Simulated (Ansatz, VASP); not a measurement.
# P: VASP beside Ansatz

File INCAR:

```
SYSTEM = P
PREC = Accurate
ENCUT = 520
EDIFF = 1E-6
ISMEAR = -1
SIGMA = 0.1
LREAL = .False.
LASPH = .True.
NELM = 100
ALGO = Normal
ISIF = 2
LWAVE = .False.
LCHARG = .False.
GGA = RP
NBANDS = 8
```

KPOINTS

```
regular mesh
0
Gamma
  16 16 16
  0 0 0
```

File POSCAR:

```
P
1.0
   -1.4694648912      1.4694648912      1.4694648912
    1.4694648912     -1.4694648912      1.4694648912
    1.4694648912      1.4694648912     -1.4694648912
P
1
Direct
    0.0000000000      0.0000000000      0.0000000000
```

Input for Ansatz:

```yaml
crystal:
  lattice:
    - [-1.4694648912, 1.4694648912, 1.4694648912]
    - [1.4694648912, -1.4694648912, 1.4694648912]
    - [1.4694648912, 1.4694648912, -1.4694648912]
  atoms:
    - { symbol: P, position: [0.0, 0.0, 0.0] }
hamiltonian:
  xc: rpbe
  pseudopotentials:
    kind: paw
    azcp:
      P: "pseudopotentials/P.paw.azcp"
basis:
  ecutwfc: 420
  fft_grid_basis: typed
kpoints:
  mp_grid: { grid: [16, 16, 16], shift: [0, 0, 0] }
magnetization:
  spin_polarized: false
scf:
  occupations: { method: fermi_dirac, width: 0.1 }
  lower_state_search: "off"
output:
  stress: true
```

Alike in both runs: task single point; functional RPBE; k mesh 16 × 16 × 16; occupations fermi-dirac, width 0.1 eV; no spin polarisation.

```csv
,VASP,Ansatz
version,VASP 6.6.1,Ansatz 0.2.0
potentials or method,"VASP PAW PBE potentials, release 64 (P)","plane waves (420 eV) with PAW, scalar-relativistic"
plane-wave cutoff (eV),520,420
valence electrons in the cell,5,5
```

Ansatz gave:

* pressure (GPa): 15.2

**Question.** What did VASP give for the same quantities?

**Answer.** Pressure (GPa): 14.3.

Caveats: the PAW data sets were made with another functional, which shifts forces and pressure a little (VASP).
